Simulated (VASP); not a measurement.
# Ag (P6_3/mmc) in VASP: notebook

One crystal, Ag, is run at these levels: r2SCAN, LDA, PBEsol; tasks: relaxation of cell and atoms.

All numbers are computed with VASP 6.6.1; they aren't measurements. Logs are shortened: lines on timing, memory, paths and dates and some standing lists are left out, and cuts for length are marked.

## 1. Starting point

The structure is hexagonal, space group P6_3/mmc (No. 194). The conventional cell has a = 2.930 Å, b = 2.930 Å, c = 4.790 Å, α = 90.00°, β = 90.00°, γ = 120.00°. Ag (site symmetry -6m2) has 12 Ag at 2.93 Å as nearest neighbours.

This isn't the form of Ag at room conditions, which is fcc.

## 2. Relaxation of cell and atoms, r2SCAN

The input, INCAR:

```
PREC     = Accurate       # precision mode
ENCUT    = 600            # plane-wave cutoff, eV
EDIFF    = 1E-6           # SCF threshold, eV
ISMEAR   = -1             # smearing method
SIGMA    = 0.05           # smearing width, eV
LREAL    = False          # projectors in reciprocal space
LASPH    = True           # aspherical terms in the spheres
NELM     = 100            # most SCF steps
ALGO     = Normal         # electronic algorithm
ISIF     = 3              # what is computed and relaxed
LWAVE    = False          # write WAVECAR
LCHARG   = False          # write CHGCAR
METAGGA  = R2SCAN         # meta-GGA
LMIXTAU  = True         
IBRION   = 2              # ionic algorithm
NSW      = 40             # ionic steps
EDIFFG   = -0.01          # ionic threshold
```

The input, KPOINTS:

```
regular mesh
0
Gamma
  8 8 6
```

The input, POSCAR:

```
Ag
1.0
    2.9300000000      0.0000000000      0.0000000000
   -1.4650000000      2.5374544331      0.0000000000
    0.0000000000      0.0000000000      4.7900000000
Ag
2
Direct
    0.6666666667      0.3333333333      0.7500000000
    0.3333333333      0.6666666667      0.2500000000
```

Potentials or basis: VASP PAW PBE potentials, release 64 (Ag).

The run is started by

```bash
cat potpaw_PBE.64/Ag/POTCAR > POTCAR
mpirun -np 1 vasp_std > vasp.out
```

OUTCAR:

```text
PREC = Accurate
   ENCUT = 600
   EDIFF = 1E-6
   ISMEAR = -1
   LREAL = False
   LASPH = True
   NELM = 100
   ISIF = 3
   METAGGA = R2SCAN
   IBRION = 2
   NSW = 40
   EDIFFG = -0.01

 ion  position               nearest neighbor table
   1  0.667  0.333  0.750-   2 2.93   2 2.93   2 2.93   2 2.93   2 2.93   2 2.93
   2  0.333  0.667  0.250-   1 2.93   1 2.93   1 2.93   1 2.93   1 2.93   1 2.93

  LATTYP: Found a hexagonal cell.
 ALAT       =     2.9300000000
 C/A-ratio  =     1.6348122867

  Lattice vectors:

 A1 = (   2.9300000000,   0.0000000000,   0.0000000000)
 A2 = (  -1.4650000000,   2.5374544331,   0.0000000000)
 A3 = (   0.0000000000,   0.0000000000,   4.7900000000)

Analysis of symmetry for initial positions (statically):
=====================================================================
 Subroutine PRICEL returns:
 Original cell was already a primitive cell.

 Routine SETGRP: Setting up the symmetry group for a
 hexagonal supercell.

 Subroutine GETGRP returns: Found 24 space group operations
 (whereof 12 operations were pure point group operations)
 out of a pool of 24 trial point group operations.

The static configuration has the point symmetry D_3d.
 The point group associated with its full space group is D_6h.

Analysis of symmetry for dynamics (positions and initial velocities):
=====================================================================
 Subroutine PRICEL returns:
 Original cell was already a primitive cell.

 Routine SETGRP: Setting up the symmetry group for a
 hexagonal supercell.

 Subroutine GETGRP returns: Found 24 space group operations
 (whereof 12 operations were pure point group operations)
 out of a pool of 24 trial point group operations.

The dynamic configuration has the point symmetry D_3d.
 The point group associated with its full space group is D_6h.

 Subroutine INISYM returns: Found 24 space group operations
 (whereof 12 operations are pure point group operations),
 and found     1 'primitive' translations

----------------------------------------------------------------------------------------

                                     Primitive cell

  volume of cell :      35.6124

  direct lattice vectors                    reciprocal lattice vectors
     2.930000000  0.000000000  0.000000000     0.341296928  0.197047873  0.000000000
    -1.465000000  2.537454433  0.000000000     0.000000000  0.394095747  0.000000000
     0.000000000  0.000000000  4.790000000     0.000000000  0.000000000  0.208768267

  length of vectors
     2.930000000  2.930000000  4.790000000     0.394095747  0.394095747  0.208768267

  position of ions in fractional coordinates (direct lattice)
     0.666666667  0.333333333  0.750000000
     0.333333333  0.666666667  0.250000000

  ion indices of the primitive-cell ions
   primitive index   ion index
                 1           1
                 2           2

----------------------------------------------------------------------------------------

 KPOINTS: regular mesh

Automatic generation of k-mesh.
 Grid dimensions read from file:
 generate k-points for:    8    8    6

 Generating k-lattice:

  Cartesian coordinates                     Fractional coordinates (reciprocal lattice)
     0.042662116  0.024630984  0.000000000     0.125000000  0.000000000  0.000000000
     0.000000000  0.049261968  0.000000000     0.000000000  0.125000000  0.000000000
     0.000000000  0.000000000  0.034794711     0.000000000  0.000000000  0.166666667

  Length of vectors
     0.049261968  0.049261968  0.034794711

  Shift w.r.t. Gamma in fractional coordinates (k-lattice)
     0.000000000  0.000000000  0.000000000

 Subroutine IBZKPT returns following result:
 ===========================================

 Found     40 irreducible k-points:

 Following reciprocal coordinates:
            Coordinates               Weight
  0.000000  0.000000  0.000000      1.000000
  0.125000  0.000000  0.000000      6.000000
  0.250000  0.000000  0.000000      6.000000
  0.375000  0.000000  0.000000      6.000000
  0.500000  0.000000  0.000000      3.000000
  0.125000  0.125000  0.000000      6.000000
[... 16 lines left out ...]
  0.250000  0.000000  0.333333     12.000000
  0.375000  0.000000  0.333333     12.000000
 [... further k-points ...]
   k-points           NKPTS =     40   k-points in BZ     NKDIM =     40   number of bands    NBANDS=     15
   number of dos      NEDOS =    301   number of ions     NIONS =      2
   total plane-waves  NPLWV =  23040
   dimension x,y,z NGX =    24 NGY =   24 NGZ =   40
   dimension x,y,z NGXF=    48 NGYF=   48 NGZF=   80
   ions per type =               2
   NGX,Y,Z   is equivalent  to a cutoff of  13.62, 13.62, 13.88 a.u.
   NGXF,Y,Z  is equivalent  to a cutoff of  27.23, 27.23, 27.77 a.u.
 SYSTEM =  unknown system
   PREC   = accura    normal or accurate (medium, high low for compatibility)
   ISTART =      0    job   : 0-new  1-cont  2-samecut
   ICHARG =      2    charge: 1-file 2-atom 10-const
   ISPIN  =      1    spin polarized calculation?
   LNONCOLLINEAR =      F non collinear calculations
   LSORBIT =      F    spin-orbit coupling
   LASPH  =      T    aspherical Exc in radial PAW
   ENCUT  =  600.0 eV  44.10 Ry    6.64 a.u.   5.85  5.85  9.57*2*pi/ulx,y,z
   NELM   =    100;   NELMIN=  2; NELMDL= -5     # of ELM steps
   EDIFF  = 0.1E-05   stopping-criterion for ELM
   LREAL  =      F    real-space projection
   EDIFFG = -.1E-01   stopping-criterion for IOM
   NSW    =     40    number of steps for IOM
   IBRION =      2    ionic relax: 0-MD 1-quasi-New 2-CG
   NFREE  =      1    steps in history (QN), initial steepest desc. (CG)
   ISIF   =      3    stress and relaxation
   ISYM   =      2    0-nonsym 1-usesym 2-fastsym
   POTIM  = 0.5000    time-step for ionic-motion
   TEBEG  =    0.0;   TEEND  =   0.0 temperature during run
   PSTRESS=    0.0 pullay stress
   NELECT =      22.0000    total number of electrons
   NUPDOWN=      -1.0000    fix difference up-down
   EMIN   =  10.00;   EMAX   =-10.00  energy-range for DOS
   EFERMI =   0.00;   METHOD = LEGACY
   ISMEAR =    -1;   SIGMA  =   0.05  broadening in eV -4-tet -1-fermi 0-gaus
   EFERMI_NEDOS =   21; number of points for ismear=-14 and -15
   IALGO  =     38    algorithm
   IMIX   =      4    mixing-type and parameters
     AMIX     =   0.40;   BMIX     =  1.00
     AMIX_MAG =   1.60;   BMIX_MAG =  1.00
  volume/ion in A,a.u.               =      17.81       120.16
  Fermi-wavevector in a.u.,A,eV,Ry     =   1.394275  2.634799 26.449782  1.944004
  Thomas-Fermi vector in A             =   2.517840
   LORBIT       =      0    0 simple, 1 ext, 2 COOP (PROOUT), +10 PAW based schemes
   METAGGA = R2SCAN    functional components
   LHFCALC =     F    Hartree Fock is set to
   AEXX    =    0.0000 exact exchange contribution
   IVDW    =     0    specifies the selected vdW correction
   LEPSILON=     F    determine dielectric tensor
   LRPA    =     F    only Hartree local field effects (RPA)
 conjugate gradient relaxation of ions
 non-spin polarized calculation
  energy-cutoff  :      600.00
  volume of cell :       35.61
 maximum number of plane-waves:      1200
 NGX is ok and might be reduce to    24
   NGX = 11   NGY = 11   NGZ = 19

--------------------------------------- Ionic step        1  -------------------------------------------

 number of electron      22.0000005 magnetization

 Free energy of the ion-electron system (eV)
  ---------------------------------------------------
  ext. energy  EPLUGINS =         0.00000000
  ---------------------------------------------------
  free energy    TOTEN  =       -42.67745918 eV

  energy without entropy =      -42.67061932  energy(sigma->0) =      -42.67403925

------------------------ aborting loop because EDIFF is reached ----------------------------------------

  FORCE on cell =-STRESS in cart. coord.  units (eV):
  Direction    XX          YY          ZZ          XY          YZ          ZX
  --------------------------------------------------------------------------------------
  -------------------------------------------------------------------------------------
  Total       -0.3339807     -0.3339807     -0.8211488      0.0000000      0.0000000      0.0000000
  in kB      -15.0255572    -15.0255572    -36.9429058      0.0000000      0.0000000      0.0000000
  external PRESSURE =     -22.3313401 kB  Pullay stress =       0.0000000 kB

 VOLUME and BASIS-vectors are now :
 -----------------------------------------------------------------------------
  energy-cutoff  :      600.00
  volume of cell :       35.61
      direct lattice vectors                 reciprocal lattice vectors
     2.930000000  0.000000000  0.000000000     0.341296928  0.197047873  0.000000000
    -1.465000000  2.537454433  0.000000000     0.000000000  0.394095747  0.000000000
     0.000000000  0.000000000  4.790000000     0.000000000  0.000000000  0.208768267
[... 109 lines left out ...]
 POSITION                                       TOTAL-FORCE (eV/Angst)
 -----------------------------------------------------------------------------------
      1.46055      0.84325      3.52956        -0.000000      0.000000      0.000000
     -0.00000      1.68650      1.17652         0.000000     -0.000000      0.000000
 -----------------------------------------------------------------------------------
    total drift:                               -0.000000      0.000000     -0.000000

  FREE ENERGIE OF THE ION-ELECTRON SYSTEM (eV)
  ---------------------------------------------------
  free  energy   TOTEN  =       -42.6860167854 eV

  energy  without entropy=      -42.6789004707  energy(sigma->0) =      -42.68245863

--------------------------------------- Ionic step        5  -------------------------------------------

 number of electron      22.0000006 magnetization

 Free energy of the ion-electron system (eV)
  ---------------------------------------------------
  ext. energy  EPLUGINS =         0.00000000
  ---------------------------------------------------
  free energy    TOTEN  =       -42.68607389 eV

  energy without entropy =      -42.67896751  energy(sigma->0) =      -42.68252070

 E-fermi :   8.1697     XC(G=0): -12.8200

 val. band max:        8.1320202080   @ k =   0.2500   0.2500   0.3333
 cond. band min:       8.1999182929   @ k =   0.3750   0.1250   0.3333
 fundamental gap:      0.0678980849
 Fermi energy:         8.1696516987

 k-point     1 :       0.0000    0.0000    0.0000
  band No.  band energies     occupation
      1       0.3531      2.00000
      2       1.5676      2.00000
      3       3.1557      2.00000
      4       3.1844      2.00000
      5       3.1844      2.00000
      6       3.4332      2.00000
      7       3.4332      2.00000
      8       3.6970      2.00000
      9       3.6970      2.00000
     10       4.7574      2.00000
     11       4.7574      2.00000
     12       8.0020      1.93247
     13      11.9743      0.00000
     14      24.2566      0.00000
     15      26.6441      0.00000
[... 397 lines left out ...]
 k-point    24 :       0.3750    0.0000    0.3333
  band No.  band energies     occupation
      1       1.6644      2.00000
      2       1.9664      2.00000
      3       2.4003      2.00000
      4       2.6115      2.00000
      5       3.4684      2.00000
      6       3.9064      2.00000
      7       4.2831      2.00000
      8       4.6641      2.00000
      9       4.7396      2.00000
     10       4.8271      2.00000
     11       6.2085      2.00000
     12       9.0564      0.00000
     13      14.2414      0.00000
     14      16.3790      0.00000
     15      19.8143      0.00000

 [... further k-points ...]

------------------------ aborting loop because EDIFF is reached ----------------------------------------

  FORCE on cell =-STRESS in cart. coord.  units (eV):
  Direction    XX          YY          ZZ          XY          YZ          ZX
  --------------------------------------------------------------------------------------
  -------------------------------------------------------------------------------------
  Total        0.0005851      0.0005851      0.0141149      0.0000000     -0.0000000      0.0000000
  in kB        0.0269328      0.0269328      0.6497614      0.0000000     -0.0000000      0.0000000
  external PRESSURE =       0.2345423 kB  Pullay stress =       0.0000000 kB

 VOLUME and BASIS-vectors are now :
 -----------------------------------------------------------------------------
  energy-cutoff  :      600.00
  volume of cell :       34.80
      direct lattice vectors                 reciprocal lattice vectors
     2.924663571  0.000000000  0.000000000     0.341919669  0.197407413  0.000000000
    -1.462331786  2.532832950 -0.000000000     0.000000000  0.394814826  0.000000000
     0.000000000 -0.000000000  4.698434443     0.000000000  0.000000000  0.212836853

 POSITION                                       TOTAL-FORCE (eV/Angst)
 -----------------------------------------------------------------------------------
      1.46233      0.84428      3.52383         0.000000      0.000000      0.000000
     -0.00000      1.68856      1.17461        -0.000000     -0.000000      0.000000
 -----------------------------------------------------------------------------------
    total drift:                               -0.000000      0.000000     -0.000000

  FREE ENERGIE OF THE ION-ELECTRON SYSTEM (eV)
  ---------------------------------------------------
  free  energy   TOTEN  =       -42.6860738909 eV

  energy  without entropy=      -42.6789675052  energy(sigma->0) =      -42.68252070

 reached required accuracy - stopping structural energy minimisation
```

Wall time 2.9 min (1 thread of Intel Xeon Platinum 8488C (Sapphire Rapids), shared host); peak memory 0.18 GiB.

What came out:

```yaml
Free_energy: -42.6861 eV
Relaxed_volume: 17.40 Å³/atom
Relaxed_cell: a = 2.925 Å, b = 2.925 Å, c = 4.698 Å, α = 90.00°, β = 90.00°, γ = 120.00°
Space_group_after_relaxing_to_0.05_Å: P6_3/mmc (No. 194)
Energy_gained_by_relaxing: 4.3 meV/atom
Ionic_steps: 5
Pressure_after_relaxing: 0.0 GPa
Band_gap_on_the_k_mesh: none (metal or under the smearing width)
```

Step by step:
```
step  energy change (eV)  largest force (eV/Å)  pressure (GPa)  volume (Å³)
   1              0.0000                0.0000           -2.23        35.61
   2             -0.0064                0.0000            1.41        34.35
   3             -0.0078                0.0000            0.26        34.71
   4             -0.0086                0.0000            0.10        34.78
   5             -0.0086                0.0000            0.02        34.80
```

Final structure:
```
CELL_PARAMETERS angstrom
2.92466 0.00000 0.00000
-1.46233 2.53283 0.00000
0.00000 0.00000 4.69843
ATOMIC_POSITIONS crystal
Ag 0.66667 0.33333 0.75000
Ag 0.33333 0.66667 0.25000
```

Caveat: the PAW data sets were made with another functional, which shifts forces and pressure a little.

## 3. Relaxation of cell and atoms, LDA

The input, INCAR:

```
SYSTEM = Ag
PREC = Accurate
ENCUT = 600
EDIFF = 1E-6
ISMEAR = -1
SIGMA = 0.05
LREAL = .False.
LASPH = .True.
NELM = 60
ALGO = Normal
ISIF = 3
LWAVE = .False.
LCHARG = .False.
GGA = CA
IBRION = 2
NSW = 40
EDIFFG = -0.005
```

The input, KPOINTS:

```
Automatic mesh
0
Gamma
  8 8 6
  0 0 0
```

POSCAR is that of step 2.

Potentials or basis: VASP PAW LDA potentials, release 64 (Ag).

The run is started by

```bash
cat potpaw_LDA.64/Ag/POTCAR > POTCAR
mpirun -np 1 vasp_std > vasp.out
```

It took 81 s on 1 thread of Intel Xeon Platinum 8259CL at 2.50GHz (Skylake/Cascade Lake), shared host; peak memory 0.16 GiB.

Results (log left out):

- Free energy: -7.5243 eV
- Relaxed volume: 16.11 Å³/atom
- Relaxed cell: a = 2.847 Å, b = 2.847 Å, c = 4.589 Å, α = 90.00°, β = 90.00°, γ = 120.00°
- Space group after relaxing (to 0.05 Å): P6_3/mmc (No. 194)
- Energy gained by relaxing: 62.0 meV/atom
- Ionic steps: 9
- Pressure after relaxing: 0.0 GPa
- Band gap on the k mesh: none (metal or under the smearing width)

The path:
| step | energy change (eV) | largest force (eV/Å) | pressure (GPa) | volume (Å³) |
| --- | --- | --- | --- | --- |
| 1 | 0.0000 | 0.0000 | -10.27 | 35.61 |
| 2 | -0.0532 | 0.0000 | 11.31 | 30.05 |
| 3 | -0.1235 | 0.0000 | -0.07 | 32.22 |
| 4 | -0.1235 | 0.0000 | 0.20 | 32.15 |
| 5 | -0.1240 | 0.0000 | 0.17 | 32.16 |
| 6 | -0.1241 | 0.0000 | 0.19 | 32.17 |
| 7 | -0.1241 | 0.0000 | 0.19 | 32.17 |
| 8 | -0.1241 | 0.0000 | -0.15 | 32.26 |
| 9 | -0.1241 | 0.0000 | -0.01 | 32.21 |

Final structure:
```yaml
crystal:
  lattice:
    - [2.84690, 0.00000, 0.00000]
    - [-1.42345, 2.46549, 0.00000]
    - [0.00000, 0.00000, 4.58919]
  atoms:
    - { symbol: Ag, position: [0.66667, 0.33333, 0.75000] }
    - { symbol: Ag, position: [0.33333, 0.66667, 0.25000] }
```

Levels at points of the mesh, in eV from the Fermi level:
| k point | band 9 | band 10 | band 11 | band 12 | band 13 | band 14 |
| --- | --- | --- | --- | --- | --- | --- |
| (0.00, 0.00, 0.00) | -4.28 | -3.09 | -3.09 | -0.50 | 4.07 | 15.72 |
| (0.50, 0.00, 0.00) | -2.85 | -2.81 | 0.05 | 1.61 | 7.16 | 7.42 |
| (0.00, 0.00, 0.50) | -3.44 | -3.44 | -3.44 | -3.44 | 11.85 | 11.85 |
| (0.50, 0.00, 0.50) | -2.87 | -2.87 | 0.63 | 0.63 | 4.87 | 4.87 |

LDA usually gives volumes a few per cent too small. Zero-point motion and thermal expansion aren't in these numbers.

(Continued in part 2 of 2.)
